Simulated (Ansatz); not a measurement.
All numbers below come from Ansatz, DFT PBE, scalar-relativistic, plane waves, PAW. All cells share a 420 eV cutoff and Γ-centred k meshes spaced at most about 0.3 Å⁻¹ (about 0.25 or finer for metals, 2π included). No spin polarisation.

Temperature and zero-point effects are left out.

Question: Order these relaxed structures of Ta5Si by energy, lowest first, with the energy over the lowest of them.
A.

```
CELL_PARAMETERS angstrom
3.37167 0.00000 0.00000
0.00000 3.37167 0.00000
0.00000 0.00000 9.17216
ATOMIC_POSITIONS crystal
Ta 0.50000 0.50000 0.15092
Ta 0.00000 0.00000 0.32058
Ta 0.50000 0.50000 0.84908
Ta 0.00000 0.00000 0.67942
Ta 0.50000 0.50000 0.50000
Si 0.00000 0.00000 0.00000
```

B.

```
CELL_PARAMETERS angstrom
4.63917 0.00000 0.00000
-2.31959 4.01764 0.00000
0.00000 0.00000 5.60015
ATOMIC_POSITIONS crystal
Ta 0.00000 0.00000 0.50000
Ta 0.66667 0.33333 0.67530
Ta 0.66667 0.33333 0.17396
Ta 0.33333 0.66667 0.32470
Ta 0.33333 0.66667 0.82604
Si 0.00000 0.00000 0.00000
```

C.

```
CELL_PARAMETERS angstrom
4.75290 0.00000 0.00000
-2.37645 4.11613 0.00000
0.00000 0.00000 5.43253
ATOMIC_POSITIONS crystal
Ta 0.33333 0.66667 0.25645
Ta 0.33333 0.66667 0.74355
Ta 0.66667 0.33333 0.74355
Ta 0.66667 0.33333 0.25645
Ta 0.00000 0.00000 0.50000
Si 0.00000 0.00000 0.00000
```

D.

```
CELL_PARAMETERS angstrom
0.00000 3.82186 3.82186
3.82186 0.00000 3.82186
3.82186 3.82186 0.00000
ATOMIC_POSITIONS crystal
Ta 0.25000 0.25000 0.25000
Ta 0.62455 0.62455 0.62455
Ta 0.12634 0.62455 0.62455
Ta 0.62455 0.62455 0.12634
Ta 0.62455 0.12634 0.62455
Si 0.00000 0.00000 0.00000
```

E.

```
CELL_PARAMETERS angstrom
-3.18717 3.18717 2.63465
3.18717 -3.18717 2.63465
3.18717 3.18717 -2.63465
ATOMIC_POSITIONS crystal
Ta 0.50000 0.50000 0.00000
Ta 0.91070 0.41070 0.82140
Ta 0.41070 0.58930 0.50000
Ta 0.58930 0.08930 0.17860
Ta 0.08930 0.91070 0.50000
Si 0.00000 0.00000 0.00000
```

Answer: A (0 meV/atom), B (132 meV/atom), E (173 meV/atom), C (343 meV/atom), D (648 meV/atom). Forms: A P4/mmm; B P-3m1; E I422; C P6/mmm; D F-43m. Counting Ta atoms around Si (those within 1.25 times the shortest such distance or 1.15 times the sum of covalent radii, 1.27 where that leaves under three; a plus sign parts nearer from farther groups): A has Si 10; B has Si 8+6; E has Si 10; C has Si 2+12; D has Si 16. All come from invented guesses.

These runs have no spin–orbit coupling, which can matter for Ta. Cells relaxed within their symmetry can be saddle points. Some structure types and database cells were kept out of the candidates from the start, so a known form may be missing.
